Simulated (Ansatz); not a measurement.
Computed with DFT, PBE, plane waves (420 eV) with PAW, scalar-relativistic (Ansatz).

An element in the hcp structure gives this curve. The cell is scaled uniformly from the relaxed one, with fractional coordinates and shape fixed. Energies are extrapolated to zero smearing, pressures are those at the given smearing. Magnetic state: spin not included.

```tsv
V (Å³/atom)	E − E₀ (meV/atom)	P (GPa)
24.404	73.1	8.14
25.514	29.6	4.79
26.623	6.8	2.15
27.732	0.0	0.08
28.842	5.9	-1.57
29.951	21.8	-2.89
31.060	45.7	-3.94
```

Task: Which element is it?
A. lead
B. tin
C. scandium
D. mercury

Result: B. Its fit is V₀ = 27.73 Å³/atom, B₀ = 46 GPa, B₀′ = 4.9.
